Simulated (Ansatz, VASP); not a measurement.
## Ta in VASP and in Ansatz

```xyz
1
Lattice="2.7196 0.0000 0.0000 0.0000 2.7196 0.0000 0.0000 0.0000 2.7196" Properties=species:S:1:pos:R:3 pbc="T T T"
Ta    0.0000    0.0000    0.0000
```

Alike in both runs: functional PBEsol; k mesh 6 × 6 × 6; occupations gaussian, width 0.1 eV; no spin polarisation.

Ansatz relaxed the structure, and its values are those at the end. VASP's run is a single point on that final structure, the one shown.

```csv
,VASP,Ansatz
version,VASP 6.6.1,Ansatz 0.2.0
potentials or method,"VASP PAW PBE potentials, release 64 (Ta_pv)","scalar-relativistic, plane waves, PAW"
plane-wave cutoff (eV),520,420
valence electrons in the cell,11,13
```

```tsv
	VASP	Ansatz	Ansatz less VASP
gap on the k mesh at the Fermi level (eV)	none	none	-
pressure (GPa)	0.1	0.0	-0.15
```

A gap of «none» marks a metal or a gap that the smearing closes. With one functional, cell and mesh, what is left measures potentials, basis and numerics. The two sets of potentials don't hold the same shells in valence.

Caveats: the k mesh is coarse (spacing up to 0.39 Å⁻¹), so the values aren't converged; the PAW data sets were made with another functional, which shifts forces and pressure a little (VASP). Spin-orbit coupling is left out, which matters for the levels of Ta.
